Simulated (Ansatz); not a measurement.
# RbBr under strains and displacements

Theory: DFT PBEsol, scalar-relativistic, plane waves, PAW in Ansatz 0.2.0.

Settings: cutoff 420 eV, Γ-centred mesh 6×6×6 on the computed 2-atom cell, Gaussian smearing of 0.02 eV; no spin polarisation.

Reference cell:

```
Rb Br
1.0
     0.00000    3.42750    3.42750
     3.42750    0.00000    3.42750
     3.42750    3.42750    0.00000
Rb Br
1 1
Direct
  0.00000 0.00000 0.00000
  0.50000 0.50000 0.50000
```

Each variant moves atoms of this cell by the vectors given, if any (Å), and then applies a symmetric strain (tensor components, Cartesian axes). The reference cell isn't relaxed at this level. Energies are per atom at zero smearing, counted from the lowest variant. Pressure is positive in compression.

1. strain (xx yy zz yz xz xy, %) 4.77 4.77 4.77 0.00 0.00 0.00
2. strain (xx yy zz yz xz xy, %) 4.20 -1.80 -1.80 -2.24 -0.41 0.41; moves: Rb1 (0.000, 0.177, 0.177); Br2 (0.000, -0.177, -0.177)
3. strain (xx yy zz yz xz xy, %) 1.24 1.24 1.24 0.00 0.00 0.00
4. strain (xx yy zz yz xz xy, %) -3.96 -3.96 -3.96 0.00 0.00 0.00
5. strain (xx yy zz yz xz xy, %) 2.33 -1.42 -2.91 0.26 0.86 1.77; moves: Rb1 (0.115, -0.077, 0.058); Br2 (-0.115, 0.077, -0.058)

| variant | ΔE (meV/atom) | P (GPa) | largest force (eV/Å) | gap on mesh (eV) | space group |
| --- | --- | --- | --- | --- | --- |
| 1 | ? | ? | ? | ? | ? |
| 2 | 91.6 | 1.31 | 0.75 | 4.20 | C2 |
| 3 | 0.0 | -0.52 | 0.00 | 4.13 | Fm-3m |
| 4 | 23.9 | 2.19 | 0.00 | 4.51 | Fm-3m |
| 5 | 25.5 | 0.71 | 0.31 | 4.26 | P1 |

**Question.** Give the withheld rows.

**Answer.**
```tsv
variant	ΔE (meV/atom)	P (GPa)	largest force (eV/Å)	gap on mesh (eV)	space group
1	28.3	-1.39	0.00	3.92	Fm-3m
```